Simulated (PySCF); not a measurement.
Atoms are numbered as in `[NH2:1][c:2]1[cH:3][cH:4][cH:5][cH:6][cH:7]1` (H(Xn): hydrogen on atom n).

GIAO PBE0/pcSseg-1 shifts (PySCF 2.14, gas phase, non-relativistic, equivalent atoms averaged), each against references optimised in the same way as the molecule (NH3, TMS).

On the GFN2-xTB geometry: N1 76.5, C2 152.2, C4/C6 135.1, C5 121.7, C3/C7 116.6, H(C4)/H(C6) 7.41, H(C5) 6.85, H(C3)/H(C7) 6.72, H(N1) 3.36 ppm.

What changes on the PBE0-D3(BJ)/def2-SVP geometry?

## Answers


```csv
atoms,δ (ppm),change
N1,75.8,-0.7
C2,151.5,-0.7
C4/C6,135.1,+0.0
C5,121.6,-0.1
C3/C7,116.6,+0.0
H(C4)/H(C6),7.21,-0.20
H(C5),6.70,-0.15
H(C3)/H(C7),6.53,-0.19
H(N1),3.03,-0.33
```

Bonds between heavy atoms that differ most (equivalent bonds averaged): C2–C3 1.395 → 1.406 Å, C3–C4 1.381 → 1.391 Å, C4–C5 1.385 → 1.395 Å. Mean change of bonds to hydrogen: N–H +0.004 Å, C–H +0.012 Å.
